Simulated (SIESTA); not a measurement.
# TePb: equation of state with PBE

The system is TePb.

```
Pb Te
1.0
     0.00000    3.23100    3.23100
     3.23100    0.00000    3.23100
     3.23100    3.23100    0.00000
Pb Te
1 1
Direct
  0.00000 0.00000 0.00000
  0.50000 0.50000 0.50000
```

```yaml
Program: SIESTA 5.4.2
Task: equation of state
Functional: PBE
Potentials_or_basis: SPMS 1.0 (PBE files) or PseudoDojo by element
Basis: DZP (energy shift 0.002 Ry)
Grid_cutoff: 500 Ry
Energy_shift: 0.002 Ry
k_mesh: 7 × 7 × 7
Occupations: fermi-dirac, width 0.05 eV
Spin: no spin polarisation
```

The equilibrium volume is 36.54 Å³/atom (rough: see the caveat). The bulk modulus is 34 GPa (rough).

Energy against volume, from the lowest point:
| volume (Å³/atom) | energy (meV/atom) |
| --- | --- |
| 31.706 | 93.63 |
| 32.380 | 65.41 |
| 33.055 | 43.04 |
| 33.730 | 26.12 |
| 34.404 | 13.44 |
| 35.079 | 4.90 |
| 35.753 | 0.00 |

All runs of the series together: 3.4 min on 1 thread of Arm Neoverse V2, on a shared host.

Caveat: the minimum lies outside the volumes run; this odd mesh misses L, where the gap lies, so gap, dielectric constants and Born charges aren't listed; semicore shells carry a single zeta, which can move pressures by several GPa and volumes by a few percent; the basis of atomic orbitals isn't converged, which shifts pressures, moduli and gaps. Spin-orbit coupling is left out, which matters for the levels of Pb, Te.
